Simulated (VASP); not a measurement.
Write the native input for VASP 6.6.1 that does the following.

```
Task                   : single point
Functional             : LDA
Potentials or basis    : VASP PAW LDA potentials, release 64 (Nb_sv)
Cutoff                 : 520 eV
k mesh                 : 11 × 11 × 11
Occupations            : fermi-dirac, width 0.1 eV
Spin                   : no spin polarisation
Dipole correction      : no
Further INCAR settings : ALGO = Normal; EDIFF = 1e-06; NBANDS = 20
```

The structure of Nb lies in POSCAR:

```
Nb
1.0
    0.0000000000      2.7582228722      2.7582228722
    2.7582228722      0.0000000000      2.7582228722
    2.7582228722      2.7582228722      0.0000000000
Nb
2
Direct
    0.1250000000      0.1250000000      0.1250000000
    0.8750000000      0.8750000000      0.8750000000
```

This isn't the form of Nb at room conditions, which is bcc.

These files were run (other wordings do the same):

INCAR

```
PREC = Accurate
ENCUT = 520
EDIFF = 1E-6
ISMEAR = -1
SIGMA = 0.1
LREAL = False
LASPH = True
NELM = 80
ALGO = Normal
ISIF = 2
LWAVE = False
LCHARG = False
NBANDS = 20
```

KPOINTS

```
regular mesh
0
Gamma
  11 11 11
```

Potentials or basis: VASP PAW LDA potentials, release 64 (Nb_sv).

Launch:

```sh
$ cat potpaw_LDA.64/Nb_sv/POTCAR > POTCAR
$ mpirun -np 1 vasp_std > vasp.out
```

It gave:

```json
{
 "Pressure": "13.6 GPa",
 "Band gap on the k mesh": "none (metal or under the smearing width)"
}
```

Run time: 25 s on 1 thread of Intel(R) Xeon(R) 6975P-C (Granite Rapids) (shared host), peak memory 0.16 GiB.
